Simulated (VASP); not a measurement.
# CdTe: single point with LDA

**The experiment to reproduce.**

From a printed reference work, data compilation, for a bulk crystal of CdTe at 0 K: band gap 1.607 eV.

CdTe:

```
Cd Te
1.0
     0.00000    3.27990    3.27990
     3.27990    0.00000    3.27990
     3.27990    3.27990    0.00000
Cd Te
1 1
Direct
  0.00000 0.00000 0.00000
  0.25000 0.25000 0.25000
```

```json
{"Program": "VASP 6.6.1", "Task": "single point", "Functional": "LDA", "Potentials or basis": "VASP PAW LDA potentials, release 64 (Cd, Te)", "Cutoff": "520 eV", "k mesh": "6 × 6 × 6", "Occupations": "gaussian, width 0.01 eV", "Spin": "no spin polarisation", "Dipole correction": "no", "Further INCAR settings": "ALGO = Fast; EDIFF = 1e-06; NBANDS = 16"}
```

- Pressure: -2.5 GPa
- Band gap on the k mesh: 0.44 eV, direct

Levels at points of the mesh, in eV from the valence-band top:
```
           k point  band 7  band 8  band 9  band 10  band 11  band 12
(0.00, 0.00, 0.00)    0.00    0.00    0.00     0.44     4.52     4.52
(0.50, 0.00, 0.00)   -4.30   -0.73   -0.73     1.62     5.10     5.10
(0.50, 0.50, 0.00)   -4.21   -1.77   -1.77     2.51     2.55     8.44
```

Wall time 12 s on 1 thread of AMD EPYC 9R45 96-Core Processor (Zen 5) (shared host), peak memory 0.15 GiB.

A measured gap of CdTe is 1.607 eV (0 K; a printed reference work, data compilation); the calculated 0.44 eV misses it by -1.17 eV. So large a miss can be the level of theory's own, or it may mean another phase, state or a wrong row. Spin-orbit coupling on Cd, Te is left out. The value is that of LDA, without temperature or zero-point motion. Semilocal functionals fall short of measured gaps as a rule.

Caveat: spin-orbit coupling is left out, which moves the levels of the heavy elements.
